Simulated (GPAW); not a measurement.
The system is AlCu.

```
Cu Al
1.0
     2.99751    0.00000    0.00000
     0.00000    2.99751    0.00000
     0.00000    0.00000    2.99751
Cu Al
1 1
Cartesian
  1.4988 1.4988 1.4988
  0.0000 0.0000 0.0000
```

The cell comes from a database or a generator and needn't be the stable form of this composition.

Base run:

```yaml
Program: GPAW 26.7.0
Functional: PBEsol
Potentials_or_basis: PAW data sets generated in the run's folder for this functional
Cutoff: 600 eV
Basis: pw
k_mesh: 9 × 9 × 9
Occupations: fermi-dirac, width 0.05 eV
Spin: no spin polarisation
```

Its results: pressure -3.8 GPa.

Q: The run is repeated on the same cell with these changes: functional from PBEsol to LDA; potentials or basis from PAW data sets generated in the run's folder for this functional to the program's PAW data sets (release 1.2.1) made for this functional. What comes out?

A: Pressure -8.0 GPa.

Caveats: with this Cu data set, volumes or pressures lay over 1.5 % or 2 GPa off other programs in two to four cells of ten.
